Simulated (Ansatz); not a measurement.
# Bi2Te3: the cost of one run

Program: Ansatz 0.2.0. Level of theory: DFT PBE, scalar-relativistic, plane waves, PAW. These are calculated values, not measurements.

3 further runs of the same task are left out: 3 set aside as unsound or not needed.

### 1 Starting point

It takes space group Pm (No. 6, monoclinic). The conventional cell has a = 10.189 Å, b = 4.469 Å, c = 25.438 Å, α = 90.00°, β = 90.00°, γ = 90.00°. Bi (site symmetry m) is surrounded by 1 Te at 2.98 Å and 2 Bi at 3.06 Å. Around Bi (site symmetry m) lie 3 Bi at 3.06 to 3.13 Å. Te (site symmetry m) has 1 Bi at 2.93 Å and 2 Te at 3.07 Å as nearest neighbours. Te (site symmetry m) is surrounded by 4 Te at 3.07 to 3.09 Å. Te (site symmetry m) has 3 Bi at 2.98 to 3.53 Å and 2 Te at 3.09 Å as nearest neighbours. Around Bi (site symmetry m) lie 3 Bi at 3.13 Å and 3 Te at 3.30 to 3.53 Å. Bi (site symmetry m) is surrounded by 1 Te at 2.93 Å and 2 Bi at 3.13 Å. Around Te (site symmetry m) lie 1 Bi at 2.92 Å and 2 Te at 3.21 Å. Only part of the 15 independent sites is listed.

Structure file:

```cif
data_structure
_symmetry_space_group_name_H-M 'Pm'
_symmetry_Int_Tables_number 6
_cell_length_a 10.1888
_cell_length_b 4.4688
_cell_length_c 25.4376
_cell_angle_alpha 90.000
_cell_angle_beta 90.000
_cell_angle_gamma 90.000
_cell_volume 1158.21
loop_
_atom_site_label
_atom_site_type_symbol
_atom_site_symmetry_multiplicity
_atom_site_Wyckoff_symbol
_atom_site_fract_x
_atom_site_fract_y
_atom_site_fract_z
_atom_site_occupancy
Bi1 Bi 1 b 0.39481 0.50000 0.29439 1
Bi2 Bi 1 a 0.19205 0.00000 0.30838 1
Te1 Te 1 b 0.91824 0.50000 0.35936 1
Te2 Te 1 a 0.71735 0.00000 0.37777 1
Te3 Te 1 b 0.51591 0.50000 0.40106 1
Bi3 Bi 1 a 0.25719 0.00000 0.42859 1
Bi4 Bi 1 b 0.05769 0.50000 0.46010 1
Te4 Te 1 a 0.81434 0.00000 0.52179 1
Te5 Te 1 b 0.59114 0.50000 0.53748 1
Te6 Te 1 a 0.38990 0.00000 0.54684 1
Bi5 Bi 1 b 0.14007 0.50000 0.59540 1
Bi6 Bi 1 a 0.93819 0.00000 0.62544 1
Te7 Te 1 b 0.66102 0.50000 0.65626 1
Te8 Te 1 a 0.47018 0.00000 0.68033 1
Te9 Te 1 b 0.26693 0.50000 0.69962 1
```

Planes are indexed in the bulk's conventional cell (R-3m (No. 166)), a = 4.469 Å, b = 4.469 Å, c = 29.570 Å, α = 90.00°, β = 90.00°, γ = 120.00°.

As cut, it was a (012) slab, 10.4 Å thick as cut, with 15 Å of vacuum; its outer planes are Te (top) and Bi (bottom); it was relaxed in an earlier run.

### 2 Bands of the relaxed slab

A dipole layer in the vacuum cancels the field that periodic copies would set up if the slab's two faces differ.

input.yaml

```yaml
crystal:
  lattice:
    - [4.4688121548, 0.0, 0.0]
    - [0.0, 10.1887524207, 0.0]
    - [0.0, 0.0, 25.4375845624]
  atoms:
    - { symbol: Bi, position: [0.5, 0.3948107199, 0.2943920197] }
    - { symbol: Bi, position: [0.0, 0.1920453752, 0.3083816969] }
    - { symbol: Te, position: [0.5, 0.9182372086, 0.3593614245] }
    - { symbol: Te, position: [0.0, 0.7173486112, 0.3777742217] }
    - { symbol: Te, position: [0.5, 0.5159069497, 0.4010581372] }
    - { symbol: Bi, position: [0.0, 0.2571892492, 0.4285854135] }
    - { symbol: Bi, position: [0.5, 0.0576947035, 0.4600996034] }
    - { symbol: Te, position: [0.0, 0.8143362725, 0.5217903614] }
    - { symbol: Te, position: [0.5, 0.5911352393, 0.5374763644] }
    - { symbol: Te, position: [0.0, 0.3898973351, 0.5468423415] }
    - { symbol: Bi, position: [0.5, 0.1400689818, 0.5954006098] }
    - { symbol: Bi, position: [0.0, 0.9381879425, 0.6254421761] }
    - { symbol: Te, position: [0.5, 0.6610213812, 0.6562615386] }
    - { symbol: Te, position: [0.0, 0.4701776404, 0.6803269622] }
    - { symbol: Te, position: [0.5, 0.2669323503, 0.6996158096] }
basis:
  ecutwfc: 420
kpoints:
  mp_grid: { grid: [8, 4, 1] }
  band_path:
    path: [[0.5, 0, 0], [0, 0, 0], [0, 0.5, 0], [0.5, 0.5, 0], [0, 0, 0]]
    npoints: 12
hamiltonian:
  xc: pbe
scf:
  occupations: { method: gaussian, width: 0.1 }
  n_extra_bands: 36
output:
  forces: true
  eigenvalues: true
  populations: true
  fatbands: true
  write_density: true
  write_potential: true
  elf: true
  volumetric_format: npy
efield:
  axis: 3
  dipole_correction: true
  ramp_width: 0.04
```

Run with:

```bash
$ ansatz run input.yaml --threads 8 --pin off --max-ram 15360MiB --backend cpu --events-out ev --progress --plain --runs-dir out
```

Q: Estimate wall time and peak memory on 8 threads of Arm Neoverse V2, shared host.

About 4.6 min, with a peak of 10 GiB.
